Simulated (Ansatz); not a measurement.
**Relaxing SnO2**

These are results of DFT PBE, scalar-relativistic, plane waves, PAW (Ansatz), not measurements. (420 eV cutoff, 6×6×10 k-mesh, Gaussian smearing of 0.02 eV, no spin polarisation)

What was changed: relaxed at 90 GPa.

Other phases may be more stable at this pressure.

Command:

```bash
ansatz run input.yaml --threads 1 --pin off --max-ram 2560MiB --backend cpu --events-out ev --progress --plain --runs-dir out
```

Input:

```yaml
crystal:
  lattice:
    - [4.3583489784, 0.0, 0.0]
    - [0.0, 4.3583489784, 0.0]
    - [0.0, 0.0, 3.0463994469]
  atoms:
    - { symbol: Sn, position: [0.5, 0.5, 0.5] }
    - { symbol: Sn, position: [0.0, 0.0, 0.0] }
    - { symbol: O, position: [0.1945663592, 0.8054336408, 0.5] }
    - { symbol: O, position: [0.8054336408, 0.1945663592, 0.5] }
    - { symbol: O, position: [0.3054336408, 0.3054336408, 0.0] }
    - { symbol: O, position: [0.6945663592, 0.6945663592, 0.0] }
basis:
  ecutwfc: 420
kpoints:
  mp_grid: { grid: [6, 6, 10] }
hamiltonian:
  xc: pbe
scf:
  occupations: { method: gaussian, width: 0.02 }
output:
  forces: true
  stress: true
  eigenvalues: true
relax:
  adjacent_minimum: "off"
  f_tol: 0.008
  max_steps: 50
  cell: { stress_tol: 0.08, p_target: 90.0 }
```

F is the free energy. Steps run on the plane waves of an earlier cell, but the last one, and at times one on the way, on a freshly chosen basis, so a repeated geometry can differ a little in energy. The relaxation lowers the enthalpy F + PV at the target pressure, so F itself can rise.

Steps:

```tsv
step	F − F(1) (eV)	largest force component (eV/Å)	V (Å³/atom)	P (GPa)
1	0.0000	0.100	9.644	87.28
2	0.2657	0.069	9.560	91.36
3	0.2067	0.013	9.577	90.02
4	0.2060	0.000	9.577	90.01
5	0.2084	0.001	9.577	89.95
6	0.2135	0.000	9.575	90.00
7	0.2136	0.000	9.575	90.00
```

Relaxed structure:

```yaml
crystal:
  lattice:
    - [4.31551, 0.00000, 0.00000]
    - [0.00000, 4.31551, 0.00000]
    - [0.00000, 0.00000, 3.08494]
  atoms:
    - { symbol: Sn, position: [0.50000, 0.50000, 0.50000] }
    - { symbol: Sn, position: [0.00000, 0.00000, 0.00000] }
    - { symbol: O, position: [0.19351, 0.80649, 0.50000] }
    - { symbol: O, position: [0.80649, 0.19351, 0.50000] }
    - { symbol: O, position: [0.30649, 0.30649, 0.00000] }
    - { symbol: O, position: [0.69351, 0.69351, 0.00000] }
```

It takes space group P4_2/mnm (No. 136, tetragonal). The conventional cell has a = 4.316 Å, b = 4.316 Å, c = 3.085 Å, α = 90.00°, β = 90.00°, γ = 90.00°. Sn (site symmetry mmm) is surrounded by 6 O at 1.87 to 1.94 Å. O (site symmetry m2m) is surrounded by 3 Sn at 1.87 to 1.94 Å.

The run converged. Time: 38 s on 1 thread of Intel(R) Xeon(R) Platinum 8488C (Sapphire Rapids), with other jobs on the host, peak memory 0.45 GiB.